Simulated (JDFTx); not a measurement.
# Au: equation of state with PBEsol

**Experimental background.**

From “Exploring toroidal anvil profiles for larger sample volumes above 4 Mbar”, 2024, pmc:11102561, for a bulk crystal of Au: bulk modulus 167 GPa.

Au:

```
Au
1.0
     0.00000    2.03500    2.03500
     2.03500    0.00000    2.03500
     2.03500    2.03500    0.00000
Au
1
Direct
  0.00000 0.00000 0.00000
```

```json
{"Program": "JDFTx 1.7.0 (patched build)", "Task": "equation of state", "Functional": "PBEsol", "Potentials or basis": "PseudoDojo-SR-PBEsol-0.4.1-standard with smoothed tails", "Cutoff": "1034 eV", "Density cutoff": "4136 eV", "k mesh": "11 × 11 × 11", "Occupations": "fermi-dirac, width 0.05 eV", "Spin": "no spin polarisation"}
```

```yaml
Equilibrium_volume: 16.97 Å³/atom
Bulk_modulus: 176 GPa
Pressure_derivative_of_the_bulk_modulus: 5.8
```

Energy against volume, from the lowest point:
```tsv
volume (Å³/atom)	energy (meV/atom)
15.843	47.80
16.181	22.18
16.518	6.67
16.855	0.00
17.192	1.06
17.529	8.87
17.866	22.61
```

Measured bulk modulus of Au: 167 GPa (quoted in “Exploring toroidal anvil profiles for larger sample volumes above 4 Mbar”, 2024, pmc:11102561). This calculation gives 176 GPa (+5.6 %). The fit is for a static lattice scaled at fixed shape and fixed fractional positions.

Spin-orbit coupling is left out, which matters for the levels of Au.
